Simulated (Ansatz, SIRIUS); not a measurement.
Given: the input of a run of Ansatz 0.2.0 on Sb. This isn't the form of Sb at room conditions, which is rhombohedral.

input.yaml

```yaml
crystal:
  lattice:
    - [3.16, 0.0, 0.0]
    - [0.0, 3.16, 0.0]
    - [0.0, 0.0, 3.16]
  atoms:
    - { symbol: Sb, position: [0.0, 0.0, 0.0] }
kpoints:
  mp_grid: { grid: [8, 8, 8] }
scf:
  occupations: { method: fermi_dirac, width: 0.05 }
hamiltonian:
  xc: pbesol
  pseudopotentials: { kind: all_electron, lapw: { basis_error: 0.001 } }
output:
  forces: true
  stress: true
  eigenvalues: true
  populations: true
```

Potentials or basis: all-electron LAPW, scalar-relativistic.

Launch:

```console
$ ansatz run input.yaml --threads 1 --pin off --max-ram 3072MiB --backend cpu --events-out ev --progress --plain --runs-dir out
```

Set up the same calculation for SIRIUS 7.12.0. Potentials or basis there: PseudoDojo 0.4.1 PBEsol standard (scalar relativistic), cutoff 1102 eV.

As run (cutoffs and basis follow the program's own potentials, and thresholds, step limits or extra output files can differ):

sirius.json

```json
{
  "control": {
    "processing_unit": "cpu",
    "verbosity": 2,
    "num_bands_to_print": 14,
    "print_forces": true,
    "print_stress": true
  },
  "parameters": {
    "electronic_structure_method": "pseudopotential",
    "xc_functionals": ["XC_GGA_X_PBE_SOL", "XC_GGA_C_PBE_SOL"],
    "gk_cutoff": 9.0,
    "pw_cutoff": 18.0,
    "ngridk": [8, 8, 8],
    "shiftk": [0, 0, 0],
    "smearing": "fermi_dirac",
    "smearing_width": 0.0018374661,
    "num_bands": 14,
    "num_mag_dims": 0,
    "num_dft_iter": 100,
    "energy_tol": 1e-08,
    "density_tol": 1e-06
  },
  "iterative_solver": {
    "type": "davidson",
    "min_tolerance": 1e-10
  },
  "mixer": {
    "type": "anderson",
    "beta": 0.7,
    "max_history": 8
  },
  "settings": {
    "tol_ne": 1e-10,
    "pseudo_grid_cutoff": 6.5
  },
  "unit_cell": {
    "lattice_vectors": [
      [5.971534553817, 0.0, 0.0],
      [0.0, 5.971534553817, 0.0],
      [0.0, 0.0, 5.971534553817]
    ],
    "atom_coordinate_units": "lattice",
    "atom_types": ["Sb"],
    "atom_files": {
      "Sb": "Sb.json"
    },
    "atoms": {
      "Sb": [
        [0.0, 0.0, 0.0]
      ]
    }
  }
}
```

Potentials or basis: PseudoDojo 0.4.1 PBEsol standard (scalar relativistic).

Command:

```console
$ upf_to_json Sb.upf
$ OMP_NUM_THREADS=1 sirius.scf --input=sirius.json --output=out.json --task=0
```

Both were run:

|  | Ansatz | SIRIUS |
| --- | --- | --- |
| Pressure | -4.7 GPa | -4.7 GPa |

Where Ansatz's input types no cutoff or centring, it takes its own default and a Γ-centred mesh.

Pressure is positive in compression.
